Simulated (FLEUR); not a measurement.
Input of a FLEUR MaX-R8.1 (later development tree) run:

Contents of inp.xml:

```xml
<?xml version="1.0" encoding="UTF-8" standalone="no"?>
<fleurInput fleurInputVersion="0.39">
   <comment>
      HgTe                                                                                                
   </comment>
   <calculationSetup>
      <cutoffs Kmax="4.1" Gmax="12.7" GmaxXC="12.7" numbands="0"/>
      <scfLoop itmax="80" minDistance="0.0001" maxIterBroyd="30" imix="Anderson" alpha="0.05" precondParam="0.0" spinf="2.0" sdNocoIR="T"/>
      <coreElectrons ctail="F" frcor="F" kcrel="0" coretail_lmax="0"/>
      <xcFunctional name="LibXC" relativisticCorrections="F">
         <LibXCName exchange="mgga_x_r2scan" correlation="mgga_c_r2scan"/>
         <AuxGGA exchange="117" correlation="130"/>
      </xcFunctional>
      <magnetism jspins="1"/>
      <soc l_soc="F" theta="0.0" phi="0.0" spav="F"/>
      <expertModes spex="0" secvar="F"/>
      <geometryOptimization l_f="F" forcealpha="1.0" forcemix="BFGS" epsdisp="0.00001" epsforce="0.00001"/>
      <ldaU l_linMix="F" mixParam="0.05" spinf="1.0"/>
   </calculationSetup>
   <cell>
      <bzIntegration valenceElectrons="84.0" mode="hist" fermiSmearingEnergy="0.00183747">
         <kPointListSelection listName="default-1"/>
         <!-- k-points included here -->
         <xi:include xmlns:xi="http://www.w3.org/2001/XInclude" href="kpts.xml"> </xi:include>
      </bzIntegration>
      <!-- symmetry operations included here -->
      <xi:include xmlns:xi="http://www.w3.org/2001/XInclude" href="sym.xml"> </xi:include>
      <bulkLattice scale="1.0">
         <bravaisMatrix>
            <row-1>    5.6550394429357427    -6.5515463034333532     0.0000000000000000</row-1>
            <row-2>    5.6550394429357427     6.5515463034333532     0.0000000000000000</row-2>
            <row-3>    0.0000000000000000     0.0000000000000000    10.9569287574323617</row-3>
         </bravaisMatrix>
      </bulkLattice>
   </cell>
   <atomSpecies>
      <species name="Mercury (Hg)" element="Hg" atomicNumber="80">
         <mtSphere radius="2.57" gridPoints="849" logIncrement="0.016"/>
         <atomicCutoffs lmax="10" lnonsphr="10"/>
         <electronConfig flipSpins="F">
            <coreConfig>(1s1/2) (2s1/2) (2p1/2) (2p3/2) (3s1/2) (3p1/2) (3p3/2) (4s1/2) (3d3/2) (3d5/2) (4p1/2) (4p3/2) (4d3/2) (4d5/2) (4f5/2) (4f7/2)</coreConfig>
            <valenceConfig>(5s1/2) (5p1/2) (5p3/2) (6s1/2) (5d3/2) (5d5/2)</valenceConfig>
         </electronConfig>
         <energyParameters s="6" p="6" d="5" f="5"/>
         <lo type="SCLO" l="0" n="5" eDeriv="0"/>
         <lo type="SCLO" l="1" n="5" eDeriv="0"/>
         <lo type="SCLO" l="1" n="5" eDeriv="1"/>
         <lo type="SCLO" l="2" n="5" eDeriv="2"/>
         <lo type="SCLO" l="3" n="5" eDeriv="2"/>
      </species>
      <species name="Tellurium (Te)" element="Te" atomicNumber="52">
         <mtSphere radius="2.66" gridPoints="879" logIncrement="0.015"/>
         <atomicCutoffs lmax="10" lnonsphr="10"/>
         <electronConfig flipSpins="F">
            <coreConfig>(1s1/2) (2s1/2) (2p1/2) (2p3/2) (3s1/2) (3p1/2) (3p3/2) (4s1/2) (3d3/2) (3d5/2)</coreConfig>
            <valenceConfig>(4p1/2) (4p3/2) (5s1/2) (4d3/2) (4d5/2) (5p1/2) (5p3/2)</valenceConfig>
            <stateOccupation state="(5p1/2)" spinUp="0.666667" spinDown="0.666667"/>
            <stateOccupation state="(5p3/2)" spinUp="1.333333" spinDown="1.333333"/>
         </electronConfig>
         <energyParameters s="5" p="5" d="5" f="4"/>
         <lo type="SCLO" l="1" n="4" eDeriv="0"/>
         <lo type="SCLO" l="1" n="4" eDeriv="1"/>
         <lo type="SCLO" l="2" n="4" eDeriv="0"/>
         <lo type="SCLO" l="2" n="4" eDeriv="1"/>
         <lo type="SCLO" l="0" n="5" eDeriv="2"/>
         <lo type="SCLO" l="3" n="4" eDeriv="2"/>
      </species>
   </atomSpecies>
   <atomGroups>
      <atomGroup species="Mercury (Hg)">
         <relPos label="                   1">-.3430500000 .3430500000 1.000/4.000</relPos>
         <relPos label="                   2">.3430500000 -.3430500000 -1.000/4.000</relPos>
         <force calculate="T" relaxXYZ="TTT"/>
      </atomGroup>
      <atomGroup species="Tellurium (Te)">
         <relPos label="                   3">.2151910000 -.2151910000 1.000/4.000</relPos>
         <relPos label="                   4">-.2151910000 .2151910000 -1.000/4.000</relPos>
         <force calculate="T" relaxXYZ="TTT"/>
      </atomGroup>
   </atomGroups>
   <output dos="F" band="F" slice="F">
      <checks vchk="F" cdinf="F"/>
      <bandDOS minEnergy="-.5*Htr" maxEnergy="0.5*Htr" sigma="0.015" storeEVData="T"/>
      <vacuumDOS vacdos="F" integ="F" star="F" nstars="0" locx1="0.0" locy1="0.0" locx2="0.0" locy2="0.0" nstm="0" tworkf="0.0"/>
      <unfoldingBand unfoldBand="F" supercellX="1" supercellY="1" supercellZ="1"/>
      <plotting iplot="0" polar="F">
         <plot TwoD="T" vec1="  1.0  0.0  0.0" vec2="  0.0  1.0  0.0" vec3="  0.0  0.0  1.0" zero="  0.0  0.0  0.0" file="plot"/>
      </plotting>
      <chargeDensitySlicing numkpt="0" minEigenval="0.0" maxEigenval="0.0" nnne="0" pallst="F"/>
      <specialOutput eonly="F"/>
      <moessbauerParams electricFieldGradient="T" isomerShift="T" coreHyperfine="T" valenceHyperfine="T"/>
      <magneticCircularDichroism mcd="F" energyLo="-10.0" energyUp="0.0"/>
   </output>
  <!-- We include the file relax.xml here to enable relaxations (see documentation) -->
  <xi:include xmlns:xi="http://www.w3.org/2001/XInclude" href="relax.xml"> <xi:fallback/> </xi:include>
</fleurInput>
```

crystal.txt

```
HgTe
&input cartesian=F /
2.9925180000  -3.4669290000  0.0000000000
2.9925180000  3.4669290000  0.0000000000
0.0000000000  0.0000000000  5.7981570000
1.8897261246
1.0 1.0 1.0

4
80 0.6569500000  0.3430500000  0.2500000000
80 0.3430500000  0.6569500000  0.7500000000
52 0.2151910000  0.7848090000  0.2500000000
52 0.7848090000  0.2151910000  0.7500000000

&kpt div1=6 div2=6 div3=5 gamma=T /
```

Contents of inp.xml (bands):

```
<?xml version="1.0" encoding="UTF-8" standalone="no"?>
<fleurInput fleurInputVersion="0.39">
   <comment>
      HgTe                                                                                                
   </comment>
   <calculationSetup>
      <cutoffs Kmax="4.1" Gmax="12.7" GmaxXC="12.7" numbands="0"/>
      <scfLoop itmax="80" minDistance="0.0001" maxIterBroyd="30" imix="Anderson" alpha="0.05" precondParam="0.0" spinf="2.0" sdNocoIR="T"/>
      <coreElectrons ctail="F" frcor="F" kcrel="0" coretail_lmax="0"/>
      <xcFunctional name="LibXC" relativisticCorrections="F">
         <LibXCName exchange="mgga_x_r2scan" correlation="mgga_c_r2scan"/>
         <AuxGGA exchange="117" correlation="130"/>
      </xcFunctional>
      <magnetism jspins="1"/>
      <soc l_soc="F" theta="0.0" phi="0.0" spav="F"/>
      <expertModes spex="0" secvar="F"/>
      <geometryOptimization l_f="F" forcealpha="1.0" forcemix="BFGS" epsdisp="0.00001" epsforce="0.00001"/>
      <ldaU l_linMix="F" mixParam="0.05" spinf="1.0"/>
   </calculationSetup>
   <cell>
      <bzIntegration valenceElectrons="84.0" mode="hist" fermiSmearingEnergy="0.00183747">
         <kPointListSelection listName="path-1"/>
         <!-- k-points included here -->
         <xi:include xmlns:xi="http://www.w3.org/2001/XInclude" href="kpts.xml"> </xi:include>
      </bzIntegration>
      <!-- symmetry operations included here -->
      <xi:include xmlns:xi="http://www.w3.org/2001/XInclude" href="sym.xml"> </xi:include>
      <bulkLattice scale="1.0">
         <bravaisMatrix>
            <row-1>    5.6550394429357427    -6.5515463034333532     0.0000000000000000</row-1>
            <row-2>    5.6550394429357427     6.5515463034333532     0.0000000000000000</row-2>
            <row-3>    0.0000000000000000     0.0000000000000000    10.9569287574323617</row-3>
         </bravaisMatrix>
      </bulkLattice>
   </cell>
   <atomSpecies>
      <species name="Mercury (Hg)" element="Hg" atomicNumber="80">
         <mtSphere radius="2.57" gridPoints="849" logIncrement="0.016"/>
         <atomicCutoffs lmax="10" lnonsphr="10"/>
         <electronConfig flipSpins="F">
            <coreConfig>(1s1/2) (2s1/2) (2p1/2) (2p3/2) (3s1/2) (3p1/2) (3p3/2) (4s1/2) (3d3/2) (3d5/2) (4p1/2) (4p3/2) (4d3/2) (4d5/2) (4f5/2) (4f7/2)</coreConfig>
            <valenceConfig>(5s1/2) (5p1/2) (5p3/2) (6s1/2) (5d3/2) (5d5/2)</valenceConfig>
         </electronConfig>
         <energyParameters s="6" p="6" d="5" f="5"/>
         <lo type="SCLO" l="0" n="5" eDeriv="0"/>
         <lo type="SCLO" l="1" n="5" eDeriv="0"/>
         <lo type="SCLO" l="1" n="5" eDeriv="1"/>
         <lo type="SCLO" l="2" n="5" eDeriv="2"/>
         <lo type="SCLO" l="3" n="5" eDeriv="2"/>
      </species>
      <species name="Tellurium (Te)" element="Te" atomicNumber="52">
         <mtSphere radius="2.66" gridPoints="879" logIncrement="0.015"/>
         <atomicCutoffs lmax="10" lnonsphr="10"/>
         <electronConfig flipSpins="F">
            <coreConfig>(1s1/2) (2s1/2) (2p1/2) (2p3/2) (3s1/2) (3p1/2) (3p3/2) (4s1/2) (3d3/2) (3d5/2)</coreConfig>
            <valenceConfig>(4p1/2) (4p3/2) (5s1/2) (4d3/2) (4d5/2) (5p1/2) (5p3/2)</valenceConfig>
            <stateOccupation state="(5p1/2)" spinUp="0.666667" spinDown="0.666667"/>
            <stateOccupation state="(5p3/2)" spinUp="1.333333" spinDown="1.333333"/>
         </electronConfig>
         <energyParameters s="5" p="5" d="5" f="4"/>
         <lo type="SCLO" l="1" n="4" eDeriv="0"/>
         <lo type="SCLO" l="1" n="4" eDeriv="1"/>
         <lo type="SCLO" l="2" n="4" eDeriv="0"/>
         <lo type="SCLO" l="2" n="4" eDeriv="1"/>
         <lo type="SCLO" l="0" n="5" eDeriv="2"/>
         <lo type="SCLO" l="3" n="4" eDeriv="2"/>
      </species>
   </atomSpecies>
   <atomGroups>
      <atomGroup species="Mercury (Hg)">
         <relPos label="                   1">-.3430500000 .3430500000 1.000/4.000</relPos>
         <relPos label="                   2">.3430500000 -.3430500000 -1.000/4.000</relPos>
         <force calculate="T" relaxXYZ="TTT"/>
      </atomGroup>
      <atomGroup species="Tellurium (Te)">
         <relPos label="                   3">.2151910000 -.2151910000 1.000/4.000</relPos>
         <relPos label="                   4">-.2151910000 .2151910000 -1.000/4.000</relPos>
         <force calculate="T" relaxXYZ="TTT"/>
      </atomGroup>
   </atomGroups>
   <output dos="F" band="T" slice="F">
      <checks vchk="F" cdinf="F"/>
      <bandDOS minEnergy="-.5*Htr" maxEnergy="0.5*Htr" sigma="0.015" storeEVData="T"/>
      <vacuumDOS vacdos="F" integ="F" star="F" nstars="0" locx1="0.0" locy1="0.0" locx2="0.0" locy2="0.0" nstm="0" tworkf="0.0"/>
      <unfoldingBand unfoldBand="F" supercellX="1" supercellY="1" supercellZ="1"/>
      <plotting iplot="0" polar="F">
         <plot TwoD="T" vec1="  1.0  0.0  0.0" vec2="  0.0  1.0  0.0" vec3="  0.0  0.0  1.0" zero="  0.0  0.0  0.0" file="plot"/>
      </plotting>
      <chargeDensitySlicing numkpt="0" minEigenval="0.0" maxEigenval="0.0" nnne="0" pallst="F"/>
      <specialOutput eonly="F"/>
      <moessbauerParams electricFieldGradient="T" isomerShift="T" coreHyperfine="T" valenceHyperfine="T"/>
      <magneticCircularDichroism mcd="F" energyLo="-10.0" energyUp="0.0"/>
   </output>
  <!-- We include the file relax.xml here to enable relaxations (see documentation) -->
  <xi:include xmlns:xi="http://www.w3.org/2001/XInclude" href="relax.xml"> <xi:fallback/> </xi:include>
</fleurInput>
```

Potentials or basis: all-electron, FLAPW.

Launch:

```bash
$ inpgen -f crystal.txt -profile fastHighL
$ # inp.xml edited to the form shown
$ fleur_MPI
$ fleur_MPI   # second run, on inp.xml (bands)
```

Problem. What does it give for the band gap along the path?

Solution. None (metal or under the smearing width).

Levels at the corners of the path, in eV from the Fermi level:
| point | band 40 | band 41 | band 42 | band 43 | band 44 | band 45 |
| --- | --- | --- | --- | --- | --- | --- |
| Γ | -2.55 | -1.05 | -0.43 | -0.21 | -0.14 | 4.47 |
| X | -2.06 | -1.91 | -1.59 | -1.40 | -0.44 | 3.68 |
| S | -1.97 | -0.89 | -0.53 | 1.64 | 2.70 | 3.28 |
| R | -0.93 | 0.25 | 0.25 | 2.24 | 2.24 | 4.21 |
| A | -3.24 | -2.30 | -2.30 | 2.28 | 2.28 | 5.78 |
| Z | -1.86 | -1.28 | -1.28 | 1.59 | 1.59 | 5.28 |
| Γ | -2.55 | -1.05 | -0.43 | -0.21 | -0.14 | 4.47 |
| Y | -1.87 | -1.81 | -1.79 | -1.65 | -1.34 | 3.63 |
| X1 | -2.06 | -1.91 | -1.59 | -1.40 | -0.44 | 3.68 |
| A1 | -3.24 | -2.30 | -2.30 | 2.28 | 2.28 | 5.78 |
| T | -3.14 | -3.00 | -3.00 | 2.24 | 2.24 | 6.08 |
| Y | -1.87 | -1.81 | -1.79 | -1.65 | -1.34 | 3.63 |
| Z | -1.86 | -1.28 | -1.28 | 1.59 | 1.59 | 5.28 |
| T | -3.14 | -3.00 | -3.00 | 2.24 | 2.24 | 6.08 |

Caveat: the meta-GGA is that of a development version, with a GGA for the radial functions and cores and without core tails; spin-orbit coupling is left out, which moves the levels of the heavy elements.
